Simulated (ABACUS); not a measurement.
Here is an ABACUS 3.10.1 calculation.

Contents of INPUT:

```
INPUT_PARAMETERS
suffix              MgSe
calculation         scf
basis_type          pw
pseudo_dir          ./
symmetry            1
dft_functional      pbe
ecutwfc             87
pseudo_rcut         10
nspin               1
nbands              17
ks_solver           dav
smearing_method     fd
smearing_sigma      0.00367493
scf_thr             1e-08
scf_nmax            100
mixing_type         broyden
mixing_beta         0.7
cal_force           1
cal_stress          1
kpar                4
```

STRU

```
ATOMIC_SPECIES
Se 78.9710 Se.upf
Mg 24.3050 Mg.upf

LATTICE_CONSTANT
1.8897261246

LATTICE_VECTORS
0.0000000000 2.7255000000 2.7255000000
2.7255000000 0.0000000000 2.7255000000
2.7255000000 2.7255000000 0.0000000000

ATOMIC_POSITIONS
Direct

Se
0.0
1
0.4869070000 0.5045460000 0.4975680000 1 1 1

Mg
0.0
1
0.0032170000 -0.0091710000 -0.0084890000 1 1 1
```

Contents of KPT:

```
K_POINTS
0
Gamma
8 8 8 0 0 0
```

Potentials or basis: PseudoDojo NC SR 0.4.1 PBE standard, plane waves.

Command:

```bash
$ OMP_NUM_THREADS=1 mpirun -np 4 abacus > log
```

Predict the band gap on the k mesh.

1.82 eV, indirect (least direct gap 2.60 eV).

Predict the largest force.

0.161 eV/Å.

What does it give for the pressure?

2.2 GPa.

Stress tensor (GPa, compression positive):
```
2.36 0.02 0.00
0.02 2.15 0.00
0.00 0.00 2.08
```

A k mesh can miss the band edges.
